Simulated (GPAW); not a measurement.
Crystal: Te2Mo.

```
CELL_PARAMETERS angstrom
3.51820 0.00000 0.00000
-1.75910 3.04685 0.00000
0.00000 0.00000 13.97360
ATOMIC_POSITIONS crystal
Te 0.66667 0.33333 0.37900
Te 0.33333 0.66667 0.87900
Te 0.66667 0.33333 0.12100
Te 0.33333 0.66667 0.62100
Mo 0.66667 0.33333 0.75000
Mo 0.33333 0.66667 0.25000
```

Base run:

```yaml
Program: GPAW 26.7.0
Functional: MS2
Potentials_or_basis: GPAW PAW data sets (gpaw-data 1.2.1)
Cutoff: 600 eV
Basis: pw
k_mesh: 5 × 5 × 2
Occupations: fermi-dirac, width 0.05 eV
Spin: spin-orbit coupling, no magnetisation
```

Its results: band gap on the k mesh 0.74 eV, indirect (least direct gap 1.24 eV); pressure -1.4 GPa; largest force 0.203 eV/Å.

Q: The run is repeated on the same cell with these changes: functional from MS2 to mBEEF. What comes out?

A: Band gap on the k mesh 0.88 eV, indirect (least direct gap 1.31 eV); pressure -1.7 GPa; largest force 0.637 eV/Å.

Caveats: spin-orbit coupling was added after a scalar SCF, so levels and gaps hold it while energy, forces, pressure and moments don't; this program's spin-orbit splittings come out too wide for heavy elements; the PAW data sets were made with another functional, which shifts forces and pressure a little; the mesh misses the band edges, which the band path finds closer together (some runs).

Not every run made on this cell is shown here.
